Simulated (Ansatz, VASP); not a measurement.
# Cross-check of Ta2O5 between VASP and Ansatz, part 2 of 2

One calculation is typed for both programs; each brings its own data sets. How far apart do they land? The cell is taken from a series of runs on this material, whose earlier steps may have relaxed, scaled, displaced or heated it; both programs get it as it stands.

VASP 6.6.1 and Ansatz 0.2.0.

So far. Step 2 (VASP: single point, HSE06 with D3(BJ)): The run ends at a pressure of -1.42 GPa, with forces up to 0.058 eV/Å.

### Step 3. Ansatz: single point, HSE06 with D3(BJ)

Level of this step: Ansatz beside VASP: Kohn-Sham DFT, plane waves, HSE06 with D3(BJ) (Ansatz).

Ansatz runs on PAW files that the input asks for by source.

The same cell, functional and mesh now go to Ansatz, which takes its cutoff from its data sets.

Input file input.yaml:

```yaml
crystal:
  lattice:
    - [-2.6221613017, 2.6221613017, 4.7625340212]
    - [2.6221613017, -2.6221613017, 4.7625340212]
    - [2.6221613017, 2.6221613017, -4.7625340212]
  atoms:
    - { symbol: Ta, position: [0.1974702094, 0.1974702094, 0.0] }
    - { symbol: Ta, position: [0.8025297906, 0.8025297906, 0.0] }
    - { symbol: O, position: [0.0, 0.0, 0.0] }
    - { symbol: O, position: [0.5, 0.0, 0.0] }
    - { symbol: O, position: [0.0, 0.5, 0.0] }
    - { symbol: O, position: [0.0, 0.0, 0.5] }
    - { symbol: O, position: [0.5, 0.5, 0.5] }
kpoints:
  mp_grid: { grid: [4, 4, 4] }
hamiltonian:
  xc: hse06
  pseudopotentials: { kind: paw, source: ansatz }
  dispersion: d3bj
scf:
  occupations: { method: fixed }
  n_extra_bands: 6
  lower_state_search: "off"
  convergence: { dr2_threshold: 1.0e-09 }
output:
  eigenvalues: true
```

On the command line:

```sh
$ ansatz run input.yaml --threads 4 --pin off --max-ram 18432MiB --backend cpu --events-out ev --progress --plain --runs-dir out
```

Numbers of over 12 decimals in the logs are rounded to 6 here.

Log:

```text
scf.n_extra_bands = 6 over 42 filled bands (N_el = 84.0): the run solves 48 bands
Engine: ansatz 0.2.0, aarch64-unknown-linux-gnu
Pseudopotentials: kind: paw
Pseudopotential: Ta, paw, valence charge 27, recommended cutoff 520 eV (normal), Ta.paw.azcp
Pseudopotential: O, paw, valence charge 6, recommended cutoff 930 eV (normal), O.paw.azcp
Functional definition: HSE06
  parameter a = 0.25
  parameter omega = 0.11/bohr
  exchange = pbe_x - a*pbe_x_sr(omega) + a*exact_x_sr(omega)
  correlation = pbe_c
davidson cushion auto → on  (no smearing: the cushion is to keep the highest requested band from converging to the state above it; pin scf.eigensolver.cushion to override)
Crystal: 7 atoms, lattice volume = 130.984 Å³
Basis set: ecut = 930 eV, 8387 PW (Γ)
Bands: 48, of which v1, the nominal top of the filled ones, is band 42 counted from 1 (41 counted from 0)
Symmetry: 16 space group operations
Space group: I4/mmm (ITA 139), of the structure as read, at distance tolerance 5.1e-5 Å
k-points: 13 of 64
Non-local potential: Ta, projectors of the file, l = 0: 3, l = 1: 3, l = 2: 2, l = 3: 3
Non-local potential: O, projectors of the file, l = 0: 2, l = 1: 2, l = 2: 1
PAW form: soft (Blöchl's): semilocal exchange-correlation on the pseudo side does not see the compensation charge
PAW frozen core: Ta, regenerated for the run's functional, and the local potential with it (the file was generated under x = pbe(κ = 0.804, μ = 0.219515), c = pbe(β = 0.066725))
PAW frozen core: O, regenerated for the run's functional, and the local potential with it (the file was generated under x = pbe(κ = 0.804, μ = 0.219515), c = pbe(β = 0.066725))
PAW one-centre angular grid: Ta, 590 points (default); XC on 143 of its mesh's 597 points in the sphere
PAW one-centre angular grid: O, 110 points (default); XC on 64 Gauss nodes
Initial density: superposition of atomic densities (chi_scale 0.1, normalization cell, long waves kept (reshape's long-wave potential 0.01 eV rms))
Initial wavefunctions: pseudopotential atomic-orbital guess
Functional: x = pbe(κ = 0.804, μ = 0.219515), c = pbe(β = 0.066725), warm-up for x = pbe(κ = 0.804, μ = 0.219515) + 0.25 (exact − pbe) at short range (hse, ω = 0.207870 Å⁻¹), c = pbe(β = 0.066725); HSE06 as pw.x's `hse` composes it (authors' and Libxc's form: `xc: wpbeh`)
SCF iter   1: F=—  HF=-36410.364795 eV  |F-HF|=—  |Δ(HF+E_count)|=         —  Δρ=6.83e-2  dr2=5.69e0  ethr=1.00e-1  ⟨swp⟩=4.0  Hψ=1834  notcnv=0
preconditioner: auto → none  [insulator: Δε(μ)=1.381 eV  Ē_g=17.528 eV  n_scr=34 (ndim 8)  ℏωp=26.8 eV  f_vac=0.301]
iter 2 solved again at ethr=5.62e-4 eV; its pass at ethr=6.77e-3 eV (dr2=4.72e-1 eV) is discarded
SCF iter   2: F=—  HF=-36408.339956 eV  |F-HF|=—  |Δ(HF+E_count)|=    2.02e0  Δρ=2.68e-2  dr2=4.74e-1  ethr=5.62e-4  ⟨swp⟩=2.1  Hψ=3284  notcnv=0
SCF iter   3: F=—  HF=-36408.269407 eV  |F-HF|=—  |Δ(HF+E_count)|=   7.05e-2  Δρ=1.77e-2  dr2=2.55e-1  ethr=5.62e-4  ⟨swp⟩=3.1  Hψ=1715  notcnv=0
SCF iter   4: F=—  HF=-36408.245086 eV  |F-HF|=—  |Δ(HF+E_count)|=   2.43e-2  Δρ=8.61e-3  dr2=8.51e-2  ethr=3.03e-4  ⟨swp⟩=3.2  Hψ=1540  notcnv=0
SCF iter   5: F=—  HF=-36408.232441 eV  |F-HF|=—  |Δ(HF+E_count)|=   1.26e-2  Δρ=2.23e-3  dr2=3.47e-3  ethr=1.01e-4  ⟨swp⟩=3.0  Hψ=1486  notcnv=0
SCF iter   6: F=—  HF=-36408.234391 eV  |F-HF|=—  |Δ(HF+E_count)|=   1.95e-3  Δρ=1.61e-3  dr2=2.62e-3  ethr=4.13e-6  ⟨swp⟩=3.8  Hψ=1726  notcnv=0
SCF iter   7: F=-36408.233922 eV  HF=-36408.233896 eV  |F-HF|=2.55e-5  |Δ(HF+E_count)|=   4.95e-4  Δρ=2.92e-4  dr2=3.56e-5  ethr=3.12e-6  ⟨swp⟩=3.0  Hψ=1540  notcnv=0
SCF 1 stopped early in 7 iterations: F = -36408.233922 eV  dr2 = 3.56e-5
  greatest PAW one-centre occupation: 0.997 electrons in one spin orbital (limit 2), on the Ta atom at site 1 (counted from 0), in its partial waves of l = 3
Initial density: handed on by an earlier stage of this run
Initial wavefunctions: those handed on with the density
Functional: x = pbe(κ = 0.804, μ = 0.219515) + 0.25 (exact − pbe) at short range (hse, ω = 0.207870 Å⁻¹), c = pbe(β = 0.066725); HSE06 as pw.x's `hse` composes it (authors' and Libxc's form: `xc: wpbeh`)
Exchange kernel: α = 0.2500, screened, ω = 0.2079 Å⁻¹, Wigner–Seitz truncation, v(0) = 1046.1482 eV·Å³, q-mesh 4×4×4, nearest image of the exchange supercell L = 20.98 Å, pair-density grid 32×32×32, without the augmentation charges, whose exchange is taken in its separable form by FFT convolution over the k-point mesh (sized by the pseudopotential files, 48×48×45 at the most), smooth part of the exact exchange by density-matrix convolution
Frozen-core exchange: fock
SCF iter   1: F=—  HF=-36407.747276 eV  |F-HF|=—  |Δ(HF+E_count)|=         —  Δρ=1.24e-2  dr2=2.37e-1  ethr=4.24e-7  ⟨swp⟩=7.8  Hψ=3702  notcnv=0
preconditioner: auto → none  [insulator: Δε(μ)=3.465 eV  Ē_g=23.214 eV  n_scr=34 (ndim 8)  ℏωp=29.0 eV  f_vac=0.374]
SCF iter   2: F=—  HF=-36407.609480 eV  |F-HF|=—  |Δ(HF+E_count)|=   1.38e-1  Δρ=9.40e-3  dr2=7.54e-2  ethr=4.24e-7  ⟨swp⟩=5.7  Hψ=3059  notcnv=0
[...]
SCF iter   7: F=-36407.633978 eV  HF=-36407.634015 eV  |F-HF|=3.71e-5  |Δ(HF+E_count)|=   6.77e-4  Δρ=2.34e-4  dr2=3.75e-5  ethr=1.17e-7  ⟨swp⟩=4.4  Hψ=2029  notcnv=0
SCF 2 stopped early in 7 iterations: F = -36407.633978 eV  dr2 = 3.75e-5
  greatest PAW one-centre occupation: 0.998 electrons in one spin orbital (limit 2), on the Ta atom at site 1 (counted from 0), in its partial waves of l = 3
hybrid outer 1: dexx = +4.666e-2 eV, tail = 4.84e-3 eV
Exchange kernel: α = 0.2500, screened, ω = 0.2079 Å⁻¹, Wigner–Seitz truncation, v(0) = 1046.1482 eV·Å³, q-mesh 4×4×4, nearest image of the exchange supercell L = 20.98 Å, pair-density grid 32×32×32, without the augmentation charges, whose exchange is taken in its separable form by FFT convolution over the k-point mesh (sized by the pseudopotential files, 48×48×45 at the most), smooth part of the exact exchange by density-matrix convolution
Frozen-core exchange: fock
SCF iter   1: F=—  HF=-36407.631108 eV  |F-HF|=—  |Δ(HF+E_count)|=         —  Δρ=2.88e-4  dr2=1.25e-4  ethr=2.88e-5  ⟨swp⟩=2.1  Hψ=1379  notcnv=0
preconditioner: auto → none  [insulator: Δε(μ)=3.156 eV  Ē_g=19.618 eV  n_scr=34 (ndim 8)  ℏωp=26.8 eV  f_vac=0.378]
iter 2 solved again at ethr=7.06e-10 eV; its pass at ethr=1.07e-7 eV (dr2=5.93e-7 eV) is discarded
SCF iter   2: F=—  HF=-36407.631090 eV  |F-HF|=—  |Δ(HF+E_count)|=   1.84e-5  Δρ=3.88e-5  dr2=2.08e-6  ethr=7.06e-10  ⟨swp⟩=4.0  Hψ=3534  notcnv=0
SCF iter   3: F=—  HF=-36407.631105 eV  |F-HF|=—  |Δ(HF+E_count)|=   1.46e-5  Δρ=3.01e-5  dr2=1.19e-6  ethr=7.06e-10  ⟨swp⟩=4.5  Hψ=2264  notcnv=0  defer=1
SCF iter   4: F=-36407.631104 eV  HF=-36407.631104 eV  |F-HF|=8.44e-8  |Δ(HF+E_count)|=   5.09e-7  Δρ=9.98e-6  dr2=1.40e-7  ethr=7.06e-10  ⟨swp⟩=3.8  Hψ=1876  notcnv=0
SCF 3 stopped early in 4 iterations: F = -36407.631104 eV  dr2 = 1.40e-7
hybrid outer 2: dexx = +1.350e-5 eV, tail = 2.01e-6 eV, Δε = 9.49e-3 eV (about 8.09e-4 eV left of the loop's levels)
Exchange kernel: α = 0.2500, screened, ω = 0.2079 Å⁻¹, Wigner–Seitz truncation, v(0) = 1046.1482 eV·Å³, q-mesh 4×4×4, nearest image of the exchange supercell L = 20.98 Å, pair-density grid 32×32×32, without the augmentation charges, whose exchange is taken in its separable form by FFT convolution over the k-point mesh (sized by the pseudopotential files, 48×48×45 at the most), smooth part of the exact exchange by density-matrix convolution
Frozen-core exchange: fock
SCF iter   1: F=—  HF=-36407.631101 eV  |F-HF|=—  |Δ(HF+E_count)|=         —  Δρ=3.77e-6  dr2=1.29e-8  ethr=1.20e-8  ⟨swp⟩=3.3  Hψ=1400  notcnv=0
preconditioner: auto → none  [insulator: Δε(μ)=3.164 eV  Ē_g=19.620 eV  n_scr=34 (ndim 8)  ℏωp=26.8 eV  f_vac=0.378]
SCF iter   2: F=—  HF=-36407.631101 eV  |F-HF|=—  |Δ(HF+E_count)|=   9.06e-9  Δρ=2.49e-6  dr2=6.26e-9  ethr=1.41e-11  ⟨swp⟩=5.2  Hψ=2140  notcnv=0  defer=1
iter 3 solved again at ethr=1.00e-12 eV; its pass at ethr=7.13e-12 eV (dr2=1.34e-10 eV) is discarded
SCF iter   3: F=-36407.631101 eV  HF=-36407.631101 eV  |F-HF|=1.16e-10  |Δ(HF+E_count)|=   1.58e-9  Δρ=5.63e-7  dr2=2.44e-10  ethr=1.57e-12 (applied; sched 1.00e-12)  ⟨swp⟩=2.0  Hψ=2897  notcnv=0
SCF 4 converged in 3 iterations: F = -36407.631101 eV  dr2 = 2.44e-10
hybrid outer 3: dexx = +1.091e-8 eV, tail = 9.05e-10 eV, Δε = 2.59e-4 eV (about 1.80e-5 eV left of the loop's levels)
the search or the solves at the SCF's close seem to have found levels that the self-consistency loop had missed (the run counts 3). By its estimate they hold under 1e-12 electrons; where the run keeps them, the occupations were computed again with them
hybrid SCF converged: 3 outer / 14 inner (+7 warm-up), last move |dexx| = 1.09e-8 eV, tail = 9.05e-10 eV
Stability not checked: this state was not tested for a lower state beside it, because the functional holds exact exchange (a hybrid, or Hartree-Fock), whose exchange loop this test does not read (fock_operator; see scf.lower_state_search)
Free energy (F): -36407.631101 eV
Frozen-core exchange: fock
Harris-Foulkes:  -36407.631101 eV  (|F-HF|=1.16e-10)
Internal energy: -36407.631101 eV  (E = F + TS)
E sigma→0 (E₀):  -36407.631101 eV
Fermi energy:    4.500202 eV
--- Per-component energies (eV) ---
  E_band       = -1302.133004
  E_kinetic    = 2199.948586
  E_local      = -29457.518066  (includes V_loc(G=0)·N_el)
  E_nonlocal   = 5352.184009
  E_hartree    = 10663.177652
  E_xc         = -1292.933041
  E_vxc        = -914.014266  (∫ρ·V_xc dr)
  E_exx        = -344.531161  (= α·E_x^exact, valence–valence)
  E_paw        = -15427.851209  (= ΣΔE_a)
  E_vpaw       = 879.973916  (= ΣTr[D̂ρ^β])
  E_aug_tail   = -0.000005  (compensation charges beyond the density's cutoff)
  E_ewald      = -8100.061462
  E_disp       = -1.113945  (pairwise vdW)
  E_core_change = 1.067541  (= ΣΔE_core)
  E_smearing   = -0.000000  (= −TS)
  E_closure    = -0.000000  (closes the sum)
  Σ components = -36407.631101   (vs F -36407.631101, Δ=0.00e0)
--- Band table (eV; the first three rows and the last of 13) ---
  k-point 0: bands = [... 38 lower, 3.0810, 3.3031, 3.3031, 4.5002, 7.6637, 8.0008, 8.0008, 8.5627, ... 2 higher]
  k-point 1: bands = [... 38 lower, 2.4298, 2.4511, 2.7502, 3.7655, 8.0384, 9.1455, 9.3321, 9.6822, ... 2 higher]
  k-point 2: bands = [... 38 lower, 2.1359, 2.1552, 2.2257, 2.4003, 8.0540, 10.0197, 10.0758, 10.9101, ... 2 higher]
  k-point 12: bands = [... 38 lower, 3.0309, 3.2397, 3.2397, 4.4993, 7.7974, 9.9844, 9.9844, 11.0290, ... 2 higher]
```

### Step 4. Comparison

Known differences besides the potentials themselves: exact exchange at q = 0 is treated differently, which shows on coarse meshes; VASP keeps PBE cores, Ansatz makes them for the functional; fixed occupations in Ansatz, narrow Gaussian smearing in VASP; the data sets hold 84 valence electrons in Ansatz (on PAW files that the input asks for by source) and 52 in VASP; the cutoff is 930 eV in Ansatz and 520 eV in VASP; VASP takes a coarser grid for exact exchange (PRECFOCK = Fast). Total energies have different zeros and are not compared.

Compared:

```csv
quantity,Ansatz,VASP,difference
gap on the k mesh (eV),3.163,3.064,+0.099
```

A gap on the mesh is an upper bound, since the band edges may lie between its points; neither run holds spin-orbit coupling, which can move the band edges of a compound of Ta.

### Step 5. What came out

```yaml
difference_in_gap_on_the_k_mesh_single_point_hse06_with_d3_bj: 0.099 eV
```

The difference in gap on the k mesh is 0.099 eV (single point, HSE06 with D3(BJ)), beyond the 0.08 eV picked in this series as the mark of a large difference. The data sets hold unlike numbers of valence electrons (84 in Ansatz and 52 in VASP), so part of the differences comes from the potentials. What causes the difference of the single point, HSE06 with D3(BJ) pair stays open here. Such differences can come from data sets, numerical settings and the points named under the comparisons, not from the functional's error against experiment.

[Lines on the potential files, build, host, timing and source positions are cut from VASP's logs without a mark.]

[Logs are printed without paths, hosts, clocks, repeated set-up lines and the standing remarks that a program may print on its own settings, such as how far it seeks lower states.]

[Hosts, paths, dates, database ids (printed as entryN), source tags and the programs' standing remarks are cut or masked in the printed files.]
